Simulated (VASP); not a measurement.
Set up this calculation in VASP 6.6.1, as the native input.

```
Task                   : single point
Functional             : PBE
Dispersion             : D3(BJ)
Potentials or basis    : VASP PAW PBE potentials, release 64 (Cl, H, O)
Cutoff                 : 520 eV
k mesh                 : 1 × 1 × 1
Occupations            : fermi-dirac, width 0.05 eV
Spin                   : no spin polarisation
Dipole correction      : no
Further INCAR settings : LREAL = Auto; ALGO = Normal; EDIFF = 1e-06; NBANDS = 37
```

The structure of H3ClO lies in POSCAR:

```
H3ClO
1.0
    5.7929360000      0.0000000000      0.0000000000
    0.0000000000      5.7929360000      0.0000000000
    0.0000000000      0.0000000000      5.7929360000
Cl H O
3 9 3
Direct
    0.2111537224      0.8325139446      0.8632928104
    0.8738401391      0.0327813047      0.4904248899
    0.5844359406      0.3442123303      0.7982653356
    0.0624899015      0.9378836569      0.7349295763
    0.8484471432      0.1879530518      0.1216999463
    0.7386409931      0.1714674562      0.7012506266
    0.1634922257      0.3613711596      0.3343209730
   -0.0380118130      0.3253099982     -0.0843095798
    1.3224900120      0.4416931242      0.6003173520
    1.3617101932      0.5690724013      0.3565031618
    0.5758047387      0.6231209874      0.0746081089
    0.6791720123      0.7904109419      0.2333704360
   -0.0128777532      0.2615772037      0.0701716712
    1.2380423329      0.4713154090      0.4453527538
    0.5320100205      0.7415583393      0.1794599492
```

The cell was built by a generator and needn't be a form met in nature.

These files were run (other wordings do the same):

INCAR

```
SYSTEM = H3ClO
ALGO = Normal
EDIFF = 1E-6
ENCUT = 520
GGA = PE
ISIF = 2
ISMEAR = -1
IVDW = 12
LASPH = .True.
LCHARG = .False.
LREAL = Auto
LWAVE = .False.
NBANDS = 37
NELM = 100
PREC = Accurate
SIGMA = 0.05
```

KPOINTS

```
k-points
0
Gamma
  1 1 1
  0 0 0
```

Potentials or basis: VASP PAW PBE potentials, release 64 (Cl, H, O).

Run with:

```console
$ cat potpaw_PBE.64/Cl/POTCAR potpaw_PBE.64/H/POTCAR potpaw_PBE.64/O/POTCAR > POTCAR
$ mpirun -np 1 vasp_gam > vasp.out
```

It gave:

```json
{
 "Pressure": "2.4 GPa",
 "Largest force": "2.238 eV/Å",
 "Band gap on the k mesh": "4.63 eV, direct",
 "Dispersion energy per atom": "-0.056 eV"
}
```

Run time: 22 s on 1 thread of Intel(R) Xeon(R) Platinum 8175M CPU @ 2.50GHz (Skylake/Cascade Lake), with other jobs on the host, peak memory 0.31 GiB.
